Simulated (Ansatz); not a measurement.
Here is an Ansatz 0.2.0 calculation.

File input.yaml:

```yaml
crystal:
  lattice:
    - [3.2115377864, 0.0, 0.0]
    - [-1.6057688932, 2.7812733083, 0.0]
    - [0.0, 0.0, 10.35684]
  atoms:
    - { symbol: Ga, position: [0.0, 0.0, 0.785868] }
    - { symbol: Ga, position: [0.6666666667, 0.3333333333, 0.037349] }
    - { symbol: Ga, position: [0.3333333333, 0.6666666667, 0.537349] }
    - { symbol: Ga, position: [0.0, 0.0, 0.285868] }
    - { symbol: "N", position: [0.0, 0.0, 0.093038] }
    - { symbol: "N", position: [0.6666666667, 0.3333333333, 0.343745] }
    - { symbol: "N", position: [0.0, 0.0, 0.593038] }
    - { symbol: "N", position: [0.3333333333, 0.6666666667, 0.843745] }
kpoints:
  mp_grid: { grid: [10, 10, 3] }
  band_path:
    path:
      - [0.0, 0.0, 0.0]
      - [0.5, 0.0, 0.0]
      - [0.3333333333, 0.3333333333, 0.0]
      - [0.0, 0.0, 0.0]
      - [0.0, 0.0, 0.5]
      - [0.5, 0.0, 0.5]
      - [0.3333333333, 0.3333333333, 0.5]
      - [0.0, 0.0, 0.5]
    npoints: 12
scf:
  occupations: { method: fermi_dirac, width: 0.05 }
hamiltonian:
  xc: pbesol
  pseudopotentials: { kind: all_electron, lapw: { basis_error: 0.002 } }
output:
  forces: true
  stress: true
  eigenvalues: true
```

Potentials or basis: all-electron LAPW, scalar-relativistic.

Run with:

```bash
$ ansatz run input.yaml --threads 4 --pin off --max-ram 12288MiB --backend cpu --events-out ev --progress --plain --runs-dir out
```

Predict the band gap on the k mesh.

0.79 eV, direct.

Estimate the largest force.

0.242 eV/Å.

Predict the pressure.

-6.1 GPa.

Estimate the band gap along the path.

0.79 eV, direct.

Forces in eV/Å, atoms in the order of the input:
```
Ga   0.000  0.000  0.020
Ga   0.000  0.000 -0.049
Ga   0.000  0.000 -0.049
Ga   0.000  0.000  0.020
N    0.000  0.000 -0.212
N    0.000  0.000  0.242
N    0.000  0.000 -0.212
N    0.000  0.000  0.242
```

**The experiment to reproduce.**

“Studying electronic properties in GaN without electrical contacts using γ-γ vs e−-γ Perturbed Angular Correlations”, 2019, pmc:6823545 quotes, for a bulk crystal of GaN: band gap 3.503 ± 0.005 eV (direct).

A measured gap of GaN is 3.503 eV (direct; quoted in “Studying electronic properties in GaN without electrical contacts using γ-γ vs e−-γ Perturbed Angular Correlations”, 2019, pmc:6823545); the calculated 0.79 eV misses it by -2.71 eV. So large a miss can be the level of theory's own, or it may mean another phase, state or a wrong row. Spin-orbit coupling on Ga is left out. The value is that of PBEsol, without temperature or zero-point motion. Semilocal functionals fall short of measured gaps as a rule. The cell is a database's relaxed one, not the measured one, which moves gaps too.
